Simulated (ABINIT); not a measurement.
# Pd (P6_3/mmc) in ABINIT: a series of runs, part 2 of 2

ABINIT 10.8.3 (patched build). The steps go on from the part before.

## 4. Single point, WC

The input, run.abi:

```
# Pseudopotentials
pp_dirpath "./"
pseudos "Pd.GGA_PBE-JTH.xml"

# Structure
acell 5.2603645593 5.2603645593 8.7473400302
rprim
     1.0000000000     0.0000000000     0.0000000000
    -0.5000000000     0.8660254038     0.0000000000
     0.0000000000     0.0000000000     1.0000000000
ntypat 1
znucl 46
natom 2
typat 1 1
xred
     0.3333333333     0.6666666667     0.2500000000
     0.6666666667     0.3333333333     0.7500000000

# Plane-wave basis
ecut 26.0
pawecutdg 48.0
pawxcdev 0

# k points
kptopt 1
ngkpt 11 11 6
nshiftk 1
shiftk 0.0 0.0 0.0

# Exchange and correlation
ixc 23

# Bands and occupations
nband 22
occopt 3
tsmear 0.00183747

# SCF cycle
nstep 100
tolvrs 1.0e-9

# Output
iomode 3
prtwf 0
prteig 0
prtebands 0
enunit 2
prtden 1
prtvha 1
prtvclmb 1
prtpot 1
```

Potentials or basis: JTH PAW PBE v2.0.

The run is started by

```bash
$ abinit run.abi > log 2>&1
```

run.abo:

```text
.Version 10.8.3 of ABINIT
 Symmetries : space group P6_3/m m c (#194); Bravais hP (primitive hexag.)
================================================================================
 Values of the parameters that define the memory need of the present run
     intxc =       0    ionmov =       0      iscf =      17    lmnmax =      18
     lnmax =       6     mgfft =      45  mpssoang =       3    mqgrid =    3001
     natom =       2  nloc_mem =       2    nspden =       1   nspinor =       1
    nsppol =       1      nsym =      24    n1xccc =       1    ntypat =       1
    occopt =       3   xclevel =       2
       mpw =        1350          nfft =       32805          nkpt =          64
 PAW method is used; the additional fine FFT grid is defined by:
   mgfftf=        60    nfftf =     77760
================================================================================
================================================================================

--------------------------------------------------------------------------------
------------- Echo of variables that govern the present computation ------------
--------------------------------------------------------------------------------
 -outvars: echo values of preprocessed input variables --------
            acell      5.2603645593E+00  5.2603645593E+00  8.7473400302E+00 Bohr
              amu      1.06420000E+02
             ecut      2.60000000E+01 Hartree
           enunit           2
                       outvar_i_n : Printing only first  50 k-points.
              ixc          23
                       outvar_i_n : Printing only first  50 k-points.
         kptrlatt       11    0    0      0   11    0      0    0    6
          kptrlen      5.24840402E+01
            natom           2
            nband          22
            ngfft          27      27      45
          ngfftdg          36      36      60
             nkpt          64
            nstep         100
             nsym          24
           ntypat           1
                       prtocc : prtvol=0, do not print more k-points.
           occopt           3
        pawecutdg      4.80000000E+01 Hartree
         pawxcdev           0
        prtebands           0
           prteig           0
           prtpot           1
         prtvclmb           1
           prtvha           1
            prtwf           0
            rprim      1.0000000000E+00  0.0000000000E+00  0.0000000000E+00
                      -5.0000000000E-01  8.6602540380E-01  0.0000000000E+00
                       0.0000000000E+00  0.0000000000E+00  1.0000000000E+00
          spgroup         194
           tolvrs      1.00000000E-09
           tsmear      1.83747000E-03 Hartree
            typat      1  1
           useylm           1
                       outvars : Printing only first  50 k-points.
           xangst     -8.0542189207E-18  1.6071497625E+00  1.1572232492E+00
                       1.3918325220E+00  8.0357488124E-01  3.4716697476E+00
            xcart     -1.5220267918E-17  3.0370728944E+00  2.1868350076E+00
                       2.6301822796E+00  1.5185364472E+00  6.5605050227E+00
             xred      3.3333333333E-01  6.6666666667E-01  2.5000000000E-01
                       6.6666666667E-01  3.3333333333E-01  7.5000000000E-01
            znucl       46.00000

================================================================================

 chkinp: Checking input parameters for consistency.

================================================================================
== DATASET  1 ==================================================================

--- !DatasetInfo
iteration_state: {dtset: 1, }
dimensions: {natom: 2, nkpt: 64, mband: 22, nsppol: 1, nspinor: 1, nspden: 1, mpw: 1350, }
[... 118 lines left out ...]
    1        2.51165         16.84605597
    2        2.51165         16.84605597

================================================================================

 ----iterations are completed or convergence reached----

 Mean square residual over all n,k,spin=   10.924E-09; max=  43.156E-07
 reduced coordinates (array xred) for    2 atoms
       0.333333333333      0.666666666667      0.250000000000
       0.666666666667      0.333333333333      0.750000000000
 rms dE/dt=  1.5546E-28; max dE/dt=  2.6926E-28; dE/dt below (all hartree)
    1       0.000000000000     -0.000000000000      0.000000000000
    2       0.000000000000      0.000000000000      0.000000000000

 cartesian coordinates (angstrom) at end:
    1     -0.00000000000000     1.60714976247844     1.15722324921528
    2      1.39183252196745     0.80357488123922     3.47166974764583

 cartesian forces (hartree/bohr) at end:
    1     -0.00000000000000     0.00000000000000    -0.00000000000000
    2     -0.00000000000000    -0.00000000000000    -0.00000000000000
 frms,max,avg= 3.4124951E-29 5.9106149E-29   0.000E+00  0.000E+00  0.000E+00 h/b

 cartesian forces (eV/Angstrom) at end:
    1     -0.00000000000000     0.00000000000000    -0.00000000000000
    2     -0.00000000000000    -0.00000000000000    -0.00000000000000
 frms,max,avg= 1.7547755E-27 3.0393604E-27   0.000E+00  0.000E+00  0.000E+00 e/A
 length scales=  5.260364559300  5.260364559300  8.747340030200 bohr
              =  2.783665043935  2.783665043935  4.628892996861 angstroms
 Fermi (or HOMO) energy (hartree) =   0.39098   Average Vxc (hartree)=  -0.45627
 Eigenvalues (hartree) for nkpt=  64  k points:
 kpt#   1, nband= 22, wtk=  0.00138, kpt=  0.0000  0.0000  0.0000 (reduced coord)
  -2.69569   -2.69424   -1.43968   -1.43140   -1.43140   -1.42977   -1.42977   -1.42780
   0.13788    0.20778    0.29047    0.29727    0.29727    0.30937    0.30937    0.33339
   0.33339    0.38258    0.38258    0.42532    0.63124    1.01519
      occupation numbers for kpt#   1
   2.00000    2.00000    2.00000    2.00000    2.00000    2.00000    2.00000    2.00000
   2.00000    2.00000    2.00000    2.00000    2.00000    2.00000    2.00000    2.00000
   2.00000    1.97955    1.97955    0.00000    0.00000    0.00000
 prteigrs : prtvol=0 or 1, do not print more k-points.

 Fermi (or HOMO) energy (eV) =  10.63911   Average Vxc (eV)= -12.41562
 Eigenvalues (   eV  ) for nkpt=  64  k points:
 kpt#   1, nband= 22, wtk=  0.00138, kpt=  0.0000  0.0000  0.0000 (reduced coord)
 -73.35339  -73.31407  -39.17579  -38.95046  -38.95046  -38.90610  -38.90610  -38.85248
   3.75197    5.65403    7.90403    8.08900    8.08900    8.41841    8.41841    9.07204
   9.07204   10.41047   10.41047   11.57352   17.17704   27.62467
 prteigrs : prtvol=0 or 1, do not print more k-points.

--- !EnergyTerms
iteration_state     : {dtset: 1, }
comment             : Components of total free energy in Hartree
kinetic             :  2.64037064825947E+01
hartree             :  3.04094277177216E+01
xc                  : -8.48926783547214E+00
Ewald energy        : -1.98463701987193E+02
psp_core            :  1.56405347993528E+01
local_psp           : -1.03425694348442E+02
PAW spherical_terms : -1.98065677861878E+01
internal            : -2.57731562957626E+02
'-kT*entropy'       : -1.77255071112240E-03
total_energy        : -2.57733335508337E+02
total_energy_eV     : -7.01328134098236E+03
...

--- !EnergyTermsDC
iteration_state     : {dtset: 1, }
comment             : '"Double-counting" decomposition of free energy'
band_energy         : -2.19516707203640E+01
Ewald energy        : -1.98463701987193E+02
psp_core            :  1.56405347993528E+01
xc_dc               : -2.90985737193913E+01
PAW spherical_terms : -2.38581583717225E+01
internal            : -2.57731569999318E+02
'-kT*entropy'       : -1.77255071112240E-03
total_energy_dc     : -2.57733342550029E+02
total_energy_dc_eV  : -7.01328153259656E+03
...

--- !EnergyTermsWithPAWCore
iteration_state     : {dtset: 1, }
comment             : 'Components of total free energy, including PAW core contributions'
Total energy        : -1.00907292094273E+04
Total energy DC     : -1.00907292164690E+04
Total energy (eV)   : -2.74582730021328E+05
Total energy DC (eV): -2.74582730212943E+05
...

 Cartesian components of stress tensor (hartree/bohr^3)
  sigma(1 1)=  3.27186131E-04  sigma(3 2)=  0.00000000E+00
  sigma(2 2)=  3.27186128E-04  sigma(3 1)=  0.00000000E+00
  sigma(3 3)=  3.15823456E-04  sigma(2 1)=  0.00000000E+00

-Cartesian components of stress tensor (GPa)         [Pressure= -9.5147E+00 GPa]
- sigma(1 1)=  9.62614831E+00  sigma(3 2)=  0.00000000E+00
- sigma(2 2)=  9.62614823E+00  sigma(3 1)=  0.00000000E+00
- sigma(3 3)=  9.29184689E+00  sigma(2 1)=  0.00000000E+00

== END DATASET(S) ==============================================================
================================================================================

 -outvars: echo values of variables after computation  --------
            acell      5.2603645593E+00  5.2603645593E+00  8.7473400302E+00 Bohr
           etotal     -2.5773334255E+02
            fcart     -0.0000000000E+00  5.9106148514E-29 -0.0000000000E+00
                      -0.0000000000E+00 -5.9106148514E-29 -0.0000000000E+00
            rprim      1.0000000000E+00  0.0000000000E+00  0.0000000000E+00
                      -5.0000000000E-01  8.6602540380E-01  0.0000000000E+00
                       0.0000000000E+00  0.0000000000E+00  1.0000000000E+00
           strten      3.2718613074E-04  3.2718612804E-04  3.1582345649E-04
                       0.0000000000E+00  0.0000000000E+00  0.0000000000E+00
           xangst     -8.0542189207E-18  1.6071497625E+00  1.1572232492E+00
                       1.3918325220E+00  8.0357488124E-01  3.4716697476E+00
             xred      3.3333333333E-01  6.6666666667E-01  2.5000000000E-01
                       6.6666666667E-01  3.3333333333E-01  7.5000000000E-01
 Calculation completed.
```

Wall time 2.7 min (1 thread of Arm Neoverse V1, shared host); peak memory 0.18 GiB.

What came out:

```
Free energy                                           : -7013.2815 eV
Pressure                                              : -9.5 GPa
Band gap on the k mesh                                : none (metal or under the smearing width)
Valence electrons inside the program's atomic spheres : Pd 16.85 (radii [1.3291] Å)
```

Caveat: the PAW data sets were made with another functional, which shifts forces and pressure a little.

## 5. Single point, PBE

Edit run.abi of step 4 so:

```diff
@@ -2,3 +2,3 @@
 pp_dirpath "./"
-pseudos "Pd.GGA_PBE-JTH.xml"
+pseudos "Pd.upf"
 
@@ -19,5 +19,3 @@
 # Plane-wave basis
-ecut 26.0
-pawecutdg 48.0
-pawxcdev 0
+ecut 41.0
 
@@ -30,3 +28,3 @@
 # Exchange and correlation
-ixc 23
+ixc 11
 
@@ -39,3 +37,3 @@
 nstep 100
-tolvrs 1.0e-9
+tolvrs 1.0e-10
 
@@ -51 +49,2 @@
 prtpot 1
+prtelf 1
```

Potentials or basis: PseudoDojo NC SR PBE v0.4.1 standard.

The run is started by

```bash
$ abinit run.abi > log 2>&1
```

run.abo:

```text
.Version 10.8.3 of ABINIT
 Symmetries : space group P6_3/m m c (#194); Bravais hP (primitive hexag.)
================================================================================
 Values of the parameters that define the memory need of the present run
     intxc =       0    ionmov =       0      iscf =       7    lmnmax =       6
     lnmax =       6     mgfft =      54  mpssoang =       3    mqgrid =    3001
     natom =       2  nloc_mem =       1    nspden =       1   nspinor =       1
    nsppol =       1      nsym =      24    n1xccc =    2501    ntypat =       1
    occopt =       3   xclevel =       2
       mpw =        2655          nfft =       55296          nkpt =          64
================================================================================
================================================================================

--------------------------------------------------------------------------------
------------- Echo of variables that govern the present computation ------------
--------------------------------------------------------------------------------
 -outvars: echo values of preprocessed input variables --------
            acell      5.2603645593E+00  5.2603645593E+00  8.7473400302E+00 Bohr
              amu      1.06420000E+02
             ecut      4.10000000E+01 Hartree
           enunit           2
                       outvar_i_n : Printing only first  50 k-points.
              ixc          11
                       outvar_i_n : Printing only first  50 k-points.
         kptrlatt       11    0    0      0   11    0      0    0    6
          kptrlen      5.24840402E+01
[... 192 lines left out ...]
kinetic             :  9.10693960469246E+01
hartree             :  5.36278869592962E+01
xc                  : -4.23191230449712E+01
Ewald energy        : -1.98463701987193E+02
psp_core            :  8.96200644674574E+00
local_psp           : -1.86386701452502E+02
non_local_psp       :  2.53628060637792E+00
internal            : -2.70973956425321E+02
'-kT*entropy'       : -1.76785775312737E-03
total_energy        : -2.70975724283074E+02
total_energy_eV     : -7.37362509675119E+03
band_energy         : -2.05206987929360E+01
...

 Cartesian components of stress tensor (hartree/bohr^3)
  sigma(1 1)=  5.66109440E-05  sigma(3 2)=  0.00000000E+00
  sigma(2 2)=  5.66109425E-05  sigma(3 1)=  0.00000000E+00
  sigma(3 3)=  4.76227562E-05  sigma(2 1)=  0.00000000E+00

-Cartesian components of stress tensor (GPa)         [Pressure= -1.5774E+00 GPa]
- sigma(1 1)=  1.66555148E+00  sigma(3 2)=  0.00000000E+00
- sigma(2 2)=  1.66555143E+00  sigma(3 1)=  0.00000000E+00
- sigma(3 3)=  1.40110986E+00  sigma(2 1)=  0.00000000E+00

== END DATASET(S) ==============================================================
================================================================================

 -outvars: echo values of variables after computation  --------
            acell      5.2603645593E+00  5.2603645593E+00  8.7473400302E+00 Bohr
           etotal     -2.7097572428E+02
            fcart     -5.1187426134E-29 -3.8418996534E-28 -0.0000000000E+00
                       5.1187426134E-29  3.8418996534E-28 -0.0000000000E+00
            rprim      1.0000000000E+00  0.0000000000E+00  0.0000000000E+00
                      -5.0000000000E-01  8.6602540380E-01  0.0000000000E+00
                       0.0000000000E+00  0.0000000000E+00  1.0000000000E+00
           strten      5.6610943993E-05  5.6610942455E-05  4.7622756162E-05
                       0.0000000000E+00  0.0000000000E+00  0.0000000000E+00
           xangst     -8.0542189207E-18  1.6071497625E+00  1.1572232492E+00
                       1.3918325220E+00  8.0357488124E-01  3.4716697476E+00
             xred      3.3333333333E-01  6.6666666667E-01  2.5000000000E-01
                       6.6666666667E-01  3.3333333333E-01  7.5000000000E-01
 Calculation completed.
```

It took 82 s on 1 thread of Arm Neoverse V2, shared host; peak memory 0.12 GiB.

Results:

```
Free energy                                           : -7373.6251 eV
Pressure                                              : -1.6 GPa
Band gap on the k mesh                                : none (metal or under the smearing width)
Valence electrons inside the program's atomic spheres : Pd 15.23 (radii [1.0584] Å)
```

## 6. Overview

```tsv
level	potentials or basis	cutoff (eV)	fine-grid cutoff	gap on the mesh (eV)	pressure (GPa)
revPBE	JTH PAW PBE v2.0	707	1306.15 eV	none	1.3
PW91	JTH PAW PBE v2.0	707	1306.15 eV	none	-1.8
WC	JTH PAW PBE v2.0	707	1306.15 eV	none	-9.5
PBE	PseudoDojo NC SR PBE v0.4.1 standard	1116	-	none	-1.6
```

Alike in all rows: task single point; no spin polarisation; cell as given; k mesh 11 × 11 × 6; smearing fermi-dirac 0.05 eV.

Caveats: the PAW data sets were made with another functional, which shifts forces and pressure a little (some runs).

Absolute energies hang on the potentials; compare differences alone.
